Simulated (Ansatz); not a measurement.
Crystal: Tl, fcc type, 1 atom in the cell.

Method: r²SCAN, plane waves, PAW datasets (earlier set, tuned by hand) in Ansatz 0.2.0 development build.

Cutoff 460 eV; k-mesh 12×12×12 Γ-centred; Fermi–Dirac smearing of 0.1 eV; no spin polarisation; no spin–orbit coupling.

**Question.** What equilibrium volume, lattice constant and bulk modulus does this give?

**Answer.** V₀ = 29.956 Å³/atom (a₀ = 4.930 Å), B₀ = 31.9 GPa, B₀′ = 5.37. The points behind the fit:

```csv
V (Å³/atom),a (Å),E − E(min) (meV/atom),P (GPa)
28.702,4.8602,5.38,1.53
29.638,4.9125,0.00,0.35
30.574,4.9637,0.87,-0.62
31.510,5.0138,6.85,-1.41
32.446,5.0630,17.02,-2.05
```

The stress includes the program's correction for the finite plane-wave basis.

This cubic structure is a model: it isn't the usual form of the substance at ambient conditions, and such phases are metastable or hypothetical. Spin–orbit coupling is left out, which matters for 6p elements such as Tl, Pb and Bi.
